The naive reading of a bulk modulus that falls from 200 GPa in LDA to 171 GPa in RPBE is that gradient corrections soften the bonds. A second naive reading is that the functionals share one stiffness curve and merely stop at different volumes on it. The five plane-wave DFT rows for rhenium in the diamond structure refute both.

Rhenium in the diamond structure, computed with Ansatz 0.2.0 using plane-wave DFT without spin polarisation, scalar-relativistic PAW datasets made for PBE, a 420 eV cutoff and Fermi-Dirac smearing of 0.1 eV. Volume, bulk modulus and its pressure derivative come from a third-order Birch-Murnaghan fit to energies extrapolated to zero smearing.

| functional | k mesh | volume per atom (Å³) | bulk modulus (GPa) | bulk modulus pressure derivative |
| --- | --- | --- | --- | --- |
| LDA | 11×11×11 | 21.48 | 200 | 4.21 |
| PBEsol | 11×11×11 | 21.87 | 192 | 4.20 |
| PBE | 16×16×16 | 22.56 | 178 | 4.20 |
| revPBE | 11×11×11 | 22.77 | 173 | 4.23 |
| RPBE | 11×11×11 | 22.86 | 171 | 4.24 |

**The LDA row.** The volume per atom $V_0$ is taken at the energy minimum, the bulk modulus $B=-V\,dP/dV$ is the stiffness against uniform compression at pressure $P$, and $B'=dB/dP$ is its pressure derivative. Combining the two definitions gives $d\ln B/d\ln V=-B'$, and holding $B'$ constant gives the Murnaghan form $B(V)=B_0(V_0/V)^{B'}$, with $B_0$ the modulus at $V_0$. All three constants are read from the LDA row, and the other four rows serve only as tests. Carried to the RPBE volume, the curve gives

$$B = 200\ \text{GPa}\times\left(\frac{21.48}{22.86}\right)^{4.21}\approx 154\ \text{GPa}.$$

The table has 171 GPa there, which is 17 GPa or 11 % above the curve, while rounding allows about 1.4 GPa. Holding $B'$ constant isn't to blame, since the pressures of the LDA run itself between 4 % and 8 % expansion give about 155 GPa close to this volume. Stretching the LDA solid thus softens it far more than changing the functional does. The curve lies below the table for all four gradient-corrected rows, as the output printed after this text lists.

**LDA to PBEsol.** The volume grows by 1.8 %, and the pressures of the same runs show how: at a common 22 Å³ per atom PBEsol pushes outward by 3.4 GPa more than LDA. The usual explanation, which these runs don't test, starts from exchange. Each of the four gradient-corrected functionals multiplies the local exchange energy by a factor $F(s)\ge 1$ that rises with the reduced gradient $s\propto|\nabla\rho|/\rho^{4/3}$ of the electron density $\rho$. Pulling atoms apart thins the overlap of their density tails and raises $s$ between them, so the expanded cell gains more exchange energy than the compact one. An energy gain on expansion is an outward pressure $\Delta P$ on top of LDA. All five rows use PAW datasets made for PBE, so only the PBE row is consistent, and the effect of the mismatch on $\Delta P$ and on the moduli is untested.

**PBEsol to PBE.** This is the largest step, 3.2 % in volume. For small $s$ the factor is $F\approx 1+\mu s^2$, and $\mu$ roughly doubles from about 0.12 in PBEsol to about 0.22 in PBE (rough recalled values). The soft-bond reading fails visibly here: at 22 Å³ the run pressures give PBE a modulus 17 GPa above that of LDA. At equal volume every gradient-corrected row is stiffer than LDA, so the order in the table comes from the larger volume at which each modulus is read.

The extra stiffness comes from the volume dependence of $\Delta P$. As atoms separate, the energy difference between two functionals tends to a constant, so $\Delta P$ must die away, and the runs show it falling between 21 and 23 Å³ for all four functionals. A pressure that falls on expansion is itself a stiffness, $\Delta B=-V\,d\Delta P/dV$. For RPBE it drops by 1.8 GPa over that interval, which gives $\Delta B\approx 20$ GPa at the midpoint.

Writing $\Delta B=n\,\Delta P$ and noting that the minimum moves by $d\ln V=\Delta P/B$ gives, across functionals,

$$\frac{d\ln B}{d\ln V}=-(B'-n).$$

With $n$ between 1.7 and 1.9 the slope is −2.3 to −2.5, which matches the slopes from LDA in the table. This agreement is bookkeeping within the same runs and shows only that the parts add up. As a rule of thumb for this solid, a functional that expands the volume by one per cent loses a little more than half the stiffness that mechanical stretching would cost.

**PBE to revPBE to RPBE.** These three share $\mu$ and differ only in how $F$ bends over at larger $s$, in line with the small steps of 0.9 % and 0.4 % in volume. The value of $F$ at $s=1$ rises down the table, by less than 0.01 from revPBE to RPBE, but the proportions are wrong. The volume shift from LDA per unit of $F-1$ is 3.7 Å³ for PBEsol and over 6 Å³ for the other three. A guess is that the gradient term in correlation, which opposes that of exchange, cancels a larger share in PBEsol.

The PBE row also differs in its k mesh, the grid on which the bands are sampled. All rows are metallic, and the band overlap at the relaxed volume is 1.47 eV for PBE against 1.15 to 1.19 eV for its four neighbours, with the smearing entropy likewise out of order. A jump confined to the one row with the denser mesh points to sampling. The PBE modulus still lies within 0.8 GPa of the line between PBEsol and revPBE, about the rounding of the rows involved, but how much of the steps on either side of this row is due to the mesh remains untested.

The last step reaches the resolution of the table. A drop of 2 GPa over 0.09 Å³ gives a slope of −2.95 ± 1.80 from rounding alone, which includes the value of the single curve. The run pressures decide the matter: at 22 Å³ RPBE is 0.9 GPa stiffer than revPBE, so this step leaves the single curve too. The spread of $B'$ is 0.04, too small to interpret given mixed meshes and the sensitivity of a third derivative of the energy to the fit. The volumes at which the stress vanishes lie 0.01 to 0.02 Å³ above those of the table, mostly because the stresses include a smearing pressure of up to a tenth of a GPa that the zero-smearing energies leave out. This agreement is a partial check on the cutoff, since too small a basis usually sets stress and energy at odds, but it doesn't test the k mesh or the datasets.

Down the whole table the 6.4 % spread in volume measures how far the functionals disagree when all are run on PBE datasets, and it ranks none against nature. Real rhenium is hcp, and the diamond cell is held in cubic symmetry and may be dynamically unstable. Spin polarisation was switched off, so the zero moment is imposed, and spin-orbit coupling and zero-point motion are left out in every row.

Printed output of the fit:

```
Rounding of table: V 0.005 A^3, B 0.5 GPa, B' 0.005
LDA to RPBE: V +1.38 A^3 (6.4 %), B -29 GPa (-14.5 %), B' spread 0.04
Steps between rows: dV A^3, dV %, dB GPa, dlnB/dlnV, its rounding limit
  LDA to PBEsol: 0.39, 1.82, -8, -2.27, +-0.34
  PBEsol to PBE: 0.69, 3.16, -14, -2.44, +-0.21
  PBE to revPBE: 0.21, 0.93, -5, -3.08, +-0.76
  revPBE to RPBE: 0.09, 0.40, -2, -2.95, +-1.80
LDA curve B0(V0/V)^B' at each volume (GPa); rounding limit about 1.4 GPa
  PBEsol: curve 185.4, table 192, table minus curve +6.6 (+3.6 %)
  PBE: curve 162.7, table 178, table minus curve +15.3 (+9.4 %)
  revPBE: curve 156.5, table 173, table minus curve +16.5 (+10.6 %)
  RPBE: curve 153.9, table 171, table minus curve +17.1 (+11.1 %)
At common V = 22.0 A^3 (GPa): P and B from run pressures, B from own table row by the same formula
  LDA: P -4.42, B 180.9, B from table 180.8
  PBEsol: P -1.03, B 187.3, B from table 187.3
  PBE: P +4.82, B 197.7, B from table 197.8
  revPBE: P +6.52, B 199.7, B from table 200.1
  RPBE: P +7.25, B 200.6, B from table 201.2
Pressure above LDA (GPa) at 21, 22, 23 A^3; dB at 22; n = dB/dP; slope -(B'-n); table slope from LDA
  PBEsol: 3.69, 3.39, 3.11; 6.4; 1.90; -2.31; -2.27
  PBE: 10.04, 9.23, 8.51; 16.8; 1.82; -2.39; -2.38
  revPBE: 11.84, 10.94, 10.13; 18.8; 1.72; -2.49; -2.49
  RPBE: 12.62, 11.67, 10.81; 19.8; 1.69; -2.52; -2.52
Enhancement F (rough constants) at s=1, s=2; V-V(LDA) A^3; that shift per unit F(1)-1
  PBEsol: 1.10, 1.30; 0.39; 3.7
  PBE: 1.17, 1.42; 1.08; 6.3
  revPBE: 1.19, 1.51; 1.29; 6.9
  RPBE: 1.19, 1.53; 1.38; 7.2
Mesh; overlap eV; TS eV/cell; smearing pressure GPa; its volume shift; V at zero stress; table V (A^3)
  LDA: 11×11×11; 1.18; 0.0407; 0.10; 0.011; 21.49; 21.48
  PBEsol: 11×11×11; 1.19; 0.0406; 0.10; 0.012; 21.88; 21.87
  PBE: 16×16×16; 1.47; 0.0456; 0.06; 0.008; 22.57; 22.56
  revPBE: 11×11×11; 1.15; 0.0430; 0.10; 0.013; 22.79; 22.77
  RPBE: 11×11×11; 1.15; 0.0432; 0.10; 0.014; 22.88; 22.86
PBE on the log line PBEsol-revPBE: 177.2 GPa, table 178, difference +0.8
Pressure gaps at 22 A^3: revPBE-PBE 1.70 GPa, RPBE-revPBE 0.73 GPa
```
